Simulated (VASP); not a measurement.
# MgSe (Fm-3m) in VASP: notebook

One crystal, MgSe, is run at these levels: PBEsol, PBE; tasks: single point.

Program: VASP 6.6.1. These are calculated values, not measurements. Logs are shortened: lines on timing, memory, paths and dates and some standing lists are left out, and cuts for length are marked.

**1. The crystal as given**

Symmetry: Fm-3m, No. 225, cubic system. Conventional cell: a = 5.451 Å, b = 5.451 Å, c = 5.451 Å, α = 90.00°, β = 90.00°, γ = 90.00°. Se (site symmetry m-3m) has 6 Mg at 2.73 Å as nearest neighbours. Mg (site symmetry m-3m) is surrounded by 6 Se at 2.73 Å.

**2. Single point, PBEsol**

The input, run.py:

```python
from ase.calculators.vasp import Vasp
from ase.dft.bandgap import bandgap
from ase.io import read

atoms = read('POSCAR')
calc = Vasp(
    directory='calc',
    xc='pbesol',
    pp='PBE',
    setups='materialsproject',
    prec='Accurate',
    encut=520,
    ediff=1e-07,
    ismear=0,
    sigma=0.02,
    lreal=False,
    lasph=True,
    nelm=100,
    algo='Normal',
    isif=2,
    lwave=False,
    lcharg=False,
    kpts=[8, 8, 8],
    gamma=True,
)
atoms.calc = calc

print('energy (eV):', atoms.get_potential_energy())
print('free energy (eV):', atoms.get_potential_energy(force_consistent=True))
print('forces (eV/A):')
print(atoms.get_forces())
print('stress (eV/A^3, Voigt):', atoms.get_stress())
print('Fermi level (eV):', calc.get_fermi_level())
gap, top, bottom = bandgap(calc)
print('band gap (eV):', gap, 'from (spin, k, band)', top, 'to', bottom)
```

The input, POSCAR:

```
MgSe
1.0
    0.0000000000      2.7255000000      2.7255000000
    2.7255000000      0.0000000000      2.7255000000
    2.7255000000      2.7255000000      0.0000000000
Se Mg
1 1
Direct
    0.5000000000      0.5000000000      0.5000000000
    0.0000000000      0.0000000000      0.0000000000
```

Potentials or basis: VASP PAW PBE potentials, release 64 (Se, Mg_pv).

The run is started by

```sh
python run.py
```

What it wrote:

```text
energy (eV): -8.09178799
free energy (eV): -8.09178799
forces (eV/A):
[[ 0. -0. -0.]
 [-0.  0.  0.]]
stress (eV/A^3, Voigt): [-0.00013265 -0.00013265 -0.00013265 -0.         -0.          0.        ]
Fermi level (eV): 3.18914823
band gap (eV): 1.7668999999999997 from (spin, k, band) (0, np.int64(0), np.int64(6)) to (0, np.int64(20), np.int64(7))
```

OUTCAR:

```text
ENCUT = 520.000000
   EDIFF = 1.00e-07
   GGA = PS
   PREC = Accurate
   ISIF = 2
   ISMEAR = 0
   NELM = 100
   LASPH = .TRUE.
   LREAL = .FALSE.

 ion  position               nearest neighbor table
   1  0.500  0.500  0.500-
   2  0.000  0.000  0.000-

  LATTYP: Found a face centered cubic cell.
 ALAT       =     5.4510000000

  Lattice vectors:

 A1 = (   0.0000000000,   2.7255000000,   2.7255000000)
 A2 = (   2.7255000000,   0.0000000000,   2.7255000000)
 A3 = (   2.7255000000,   2.7255000000,   0.0000000000)

Analysis of symmetry for initial positions (statically):
=====================================================================
 Subroutine PRICEL returns:
 Original cell was already a primitive cell.

 Routine SETGRP: Setting up the symmetry group for a
 face centered cubic supercell.

 Subroutine GETGRP returns: Found 48 space group operations
 (whereof 48 operations were pure point group operations)
 out of a pool of 48 trial point group operations.

The static configuration has the point symmetry O_h .

Analysis of symmetry for dynamics (positions and initial velocities):
=====================================================================
 Subroutine PRICEL returns:
 Original cell was already a primitive cell.

 Routine SETGRP: Setting up the symmetry group for a
 face centered cubic supercell.

 Subroutine GETGRP returns: Found 48 space group operations
 (whereof 48 operations were pure point group operations)
 out of a pool of 48 trial point group operations.

The dynamic configuration has the point symmetry O_h .

 Subroutine INISYM returns: Found 48 space group operations
[... 134 lines left out ...]
   NGX = 15   NGY = 15   NGZ = 15

 number of electron      13.9999992 magnetization

 Free energy of the ion-electron system (eV)
  ---------------------------------------------------
  ext. energy  EPLUGINS =         0.00000000
  ---------------------------------------------------
  free energy    TOTEN  =        -8.09178799 eV

  energy without entropy =       -8.09178799  energy(sigma->0) =       -8.09178799

 E-fermi :   3.1891     XC(G=0):  -9.7749

 val. band max:        2.9695324046   @ k =   0.0000   0.0000   0.0000
 cond. band min:       4.7363948227   @ k =   0.5000   0.5000   0.0000
 fundamental gap:      1.7668624181
 Fermi energy:         3.1891482332

 k-point     1 :       0.0000    0.0000    0.0000
  band No.  band energies     occupation
      1     -38.8997      2.00000
      2     -38.8997      2.00000
      3     -38.8997      2.00000
      4     -10.0044      2.00000
      5       2.9695      2.00000
      6       2.9695      2.00000
      7       2.9695      2.00000
      8       5.4719      0.00000
      9      10.2996      0.00000
     10      10.2996      0.00000
     11      10.2996      0.00000
[... 309 lines left out ...]
 k-point    24 :      -0.3750    0.2500    0.1250
  band No.  band energies     occupation
      1     -38.9029      2.00000
      2     -38.9011      2.00000
      3     -38.9004      2.00000
      4      -8.6988      2.00000
      5      -1.5043      2.00000
      6       0.7097      2.00000
      7       1.7378      2.00000
      8       7.6740      0.00000
      9       8.2976      0.00000
     10      10.6773      0.00000
     11      11.9667      0.00000

 [... further k-points ...]

------------------------ aborting loop because EDIFF is reached ----------------------------------------

  FORCE on cell =-STRESS in cart. coord.  units (eV):
  Direction    XX          YY          ZZ          XY          YZ          ZX
  --------------------------------------------------------------------------------------
  -------------------------------------------------------------------------------------
  Total        0.0053712      0.0053712      0.0053712     -0.0000000      0.0000000      0.0000000
  in kB        0.2125280      0.2125280      0.2125280     -0.0000000      0.0000000      0.0000000
  external PRESSURE =       0.2125280 kB  Pullay stress =       0.0000000 kB

 VOLUME and BASIS-vectors are now :
 -----------------------------------------------------------------------------
  energy-cutoff  :      520.00
  volume of cell :       40.49
      direct lattice vectors                 reciprocal lattice vectors
     0.000000000  2.725500000  2.725500000    -0.183452578  0.183452578  0.183452578
     2.725500000  0.000000000  2.725500000     0.183452578 -0.183452578  0.183452578
     2.725500000  2.725500000  0.000000000     0.183452578  0.183452578 -0.183452578

 POSITION                                       TOTAL-FORCE (eV/Angst)
 -----------------------------------------------------------------------------------
      2.72550      2.72550      2.72550         0.000000     -0.000000     -0.000000
      0.00000      0.00000      0.00000        -0.000000      0.000000      0.000000
 -----------------------------------------------------------------------------------
    total drift:                               -0.000000      0.000000      0.000000

  FREE ENERGIE OF THE ION-ELECTRON SYSTEM (eV)
  ---------------------------------------------------
  free  energy   TOTEN  =        -8.0917879939 eV

  energy  without entropy=       -8.0917879939  energy(sigma->0) =       -8.09178799
```

INCAR:

```text
ENCUT = 520.000000
SIGMA = 0.020000
EDIFF = 1.00e-07
ALGO = Normal
GGA = PS
PREC = Accurate
ISIF = 2
ISMEAR = 0
NELM = 100
LASPH = .TRUE.
LCHARG = .FALSE.
LWAVE = .FALSE.
LREAL = .FALSE.
```

It took 10 s on 1 thread of Intel Xeon Platinum 8559C (Emerald Rapids), shared host; peak memory 0.16 GiB.

Results:

- Free energy: -8.0918 eV
- Pressure: 0.0 GPa
- Band gap on the k mesh: 1.77 eV, indirect (least direct gap 2.50 eV)

Caveat: the PAW data sets were made with another functional, which shifts forces and pressure a little.

**3. Single point, PBE**

The input, INCAR:

```
  PREC = Accurate
  ENCUT = 450
  EDIFF = 1E-6
  ISMEAR = 0
  SIGMA = 0.02
  LREAL = False
  LASPH = True
  NELM = 80
  ALGO = Fast
  ISIF = 2
  LWAVE = False
  LCHARG = True
  GGA = PE
  LELF = True
  LVHAR = True
```

The input, KPOINTS:

```
regular mesh
0
Gamma
  4 4 4
```

POSCAR is that of step 2.

Potentials or basis: VASP PAW PBE potentials, release 64 (Se_GW, Mg_GW).

The run is started by

```sh
cat potpaw_PBE.64/Se_GW/POTCAR potpaw_PBE.64/Mg_GW/POTCAR > POTCAR
mpirun -np 1 vasp_std > vasp.out
```

OUTCAR:

```text
PREC = Accurate
   ENCUT = 450
   EDIFF = 1E-6
   ISMEAR = 0
   LREAL = False
   LASPH = True
   NELM = 80
   ISIF = 2
   GGA = PE

 ion  position               nearest neighbor table
   1  0.500  0.500  0.500-
   2  0.000  0.000  0.000-

  LATTYP: Found a face centered cubic cell.
 ALAT       =     5.4510000000

  Lattice vectors:

 A1 = (   0.0000000000,   2.7255000000,   2.7255000000)
 A2 = (   2.7255000000,   0.0000000000,   2.7255000000)
[... 256 lines left out ...]

------------------------ aborting loop because EDIFF is reached ----------------------------------------

  FORCE on cell =-STRESS in cart. coord.  units (eV):
  Direction    XX          YY          ZZ          XY          YZ          ZX
  --------------------------------------------------------------------------------------
  -------------------------------------------------------------------------------------
  Total        0.5760180      0.5760180      0.5760180      0.0000000     -0.0000000      0.0000000
  in kB       22.7917731     22.7917731     22.7917731      0.0000000     -0.0000000      0.0000000
  external PRESSURE =      22.7917731 kB  Pullay stress =       0.0000000 kB

 VOLUME and BASIS-vectors are now :
 -----------------------------------------------------------------------------
  energy-cutoff  :      450.00
  volume of cell :       40.49
      direct lattice vectors                 reciprocal lattice vectors
     0.000000000  2.725500000  2.725500000    -0.183452578  0.183452578  0.183452578
     2.725500000  0.000000000  2.725500000     0.183452578 -0.183452578  0.183452578
     2.725500000  2.725500000  0.000000000     0.183452578  0.183452578 -0.183452578

 POSITION                                       TOTAL-FORCE (eV/Angst)
 -----------------------------------------------------------------------------------
      2.72550      2.72550      2.72550         0.000000     -0.000000      0.000000
      0.00000      0.00000      0.00000         0.000000      0.000000     -0.000000
 -----------------------------------------------------------------------------------
    total drift:                                0.000000      0.000000      0.000000

  FREE ENERGIE OF THE ION-ELECTRON SYSTEM (eV)
  ---------------------------------------------------
  free  energy   TOTEN  =        -7.4152345794 eV

  energy  without entropy=       -7.4152345794  energy(sigma->0) =       -7.41523458
```

Wall time 4.2 s (1 thread of Intel Xeon Platinum 8488C (Sapphire Rapids), shared host); peak memory 0.14 GiB.

What came out:

```yaml
Free_energy: -7.4152 eV
Pressure: 2.3 GPa
Band_gap_on_the_k_mesh: 1.77 eV, indirect (least direct gap 2.57 eV)
```

Caveat: the k mesh is coarse (spacing up to 0.50 Å⁻¹), so the values aren't converged.

**4. Single point, PBE**

The input, INCAR:

```
SYSTEM = MgSe
PREC = Accurate
ENCUT = 500
EDIFF = 1E-6
ISMEAR = 0
SIGMA = 0.02
LREAL = .False.
LASPH = .True.
NELM = 100
ALGO = Normal
ISIF = 2
LWAVE = .False.
LCHARG = .True.
GGA = PE
LELF = .True.
LVHAR = .True.
```

The input, KPOINTS:

```
Automatic mesh
0
Gamma
  5 5 5
  0 0 0
```

POSCAR is that of step 3.

The run is started by

```sh
cat potpaw_PBE.64/Se_GW/POTCAR potpaw_PBE.64/Mg_GW/POTCAR > POTCAR
mpirun -np 1 vasp_std > vasp.out
```

It took 9.2 s on 1 thread of Intel Xeon Platinum 8259CL at 2.50GHz (Skylake/Cascade Lake), shared host; peak memory 0.15 GiB.

Results (log left out):

| Quantity | Value |
| --- | --- |
| Free energy | -7.4678 eV |
| Pressure | 2.0 GPa |
| Band gap on the k mesh | 2.20 eV, indirect (least direct gap 2.58 eV) |

Levels at points of the mesh, in eV from the valence-band top:
```
           k point  band 2  band 3  band 4  band 5  band 6  band 7
(0.00, 0.00, 0.00)    0.00    0.00    0.00    2.58    7.40    7.40
```

Caveat: an odd mesh through Γ misses points on the zone boundary, where band edges often lie.

**5. Single point, PBE**

The input, INCAR:

```
SYSTEM = MgSe
PREC = Accurate
ENCUT = 500
EDIFF = 1E-6
ISMEAR = 0
SIGMA = 0.02
LREAL = .FALSE.
LASPH = .TRUE.
NELM = 60
ALGO = Fast
ISIF = 2
LWAVE = .FALSE.
LCHARG = .TRUE.
GGA = PE
LELF = .TRUE.
LVHAR = .TRUE.
NBANDS = 11
```

The input, KPOINTS:

```
regular mesh
0
G
  4 4 4
  0 0 0
```

POSCAR is that of step 4.

The run is started by

```sh
cat potpaw_PBE.64/Se_GW/POTCAR potpaw_PBE.64/Mg_GW/POTCAR > POTCAR
mpirun -np 1 vasp_std > vasp.out
```

Wall time 4.7 s (1 thread of Intel Xeon Platinum 8488C (Sapphire Rapids), shared host); peak memory 0.14 GiB.

Results (log left out):

```
Free energy            : -7.4153 eV
Pressure               : 2.3 GPa
Band gap on the k mesh : 1.77 eV, indirect (least direct gap 2.57 eV)
```

Levels at points of the mesh, in eV from the valence-band top:
| k point | band 1 | band 2 | band 3 | band 4 | band 5 | band 6 | band 7 | band 8 |
| --- | --- | --- | --- | --- | --- | --- | --- | --- |
| (0.00, 0.00, 0.00) | -12.94 | 0.00 | 0.00 | 0.00 | 2.57 | 7.39 | 7.39 | 7.39 |
| (0.50, 0.00, 0.00) | -11.82 | -4.97 | -0.58 | -0.58 | 3.80 | 6.07 | 6.07 | 8.59 |
| (0.50, 0.50, 0.00) | -11.49 | -4.28 | -1.79 | -1.79 | 1.77 | 3.94 | 11.74 | 12.14 |

Caveat: the k mesh is coarse (spacing up to 0.50 Å⁻¹), so the values aren't converged.

**6. Overview**

```tsv
level	potentials or basis	k mesh	cutoff (eV)	further INCAR settings	mesh quality	gap on the mesh (eV)	pressure (GPa)
PBEsol	VASP PAW PBE potentials, release 64 (Se, Mg_pv)	8 × 8 × 8	520	ALGO = Normal; EDIFF = 1.00e-07	not flagged	1.77	0.0
PBE	VASP PAW PBE potentials, release 64 (Se_GW, Mg_GW)	4 × 4 × 4	450	ALGO = Fast; EDIFF = 1e-06	coarse	1.77	2.3
PBE	VASP PAW PBE potentials, release 64 (Se_GW, Mg_GW)	5 × 5 × 5	500	ALGO = Normal; EDIFF = 1e-06	not flagged	2.20	2.0
PBE	VASP PAW PBE potentials, release 64 (Se_GW, Mg_GW)	4 × 4 × 4	500	ALGO = Fast; EDIFF = 1e-06; NBANDS = 11	coarse	1.77	2.3
```

Alike in all rows: task single point; no spin polarisation; cell as given; smearing gaussian 0.02 eV.

Caveats: some runs use coarse meshes; the PAW data sets were made with another functional, which shifts forces and pressure a little (some runs); an odd mesh through Γ misses points on the zone boundary, where band edges often lie (some runs).

Total energies depend on the potentials used, so only differences within one code and one set of settings carry meaning.
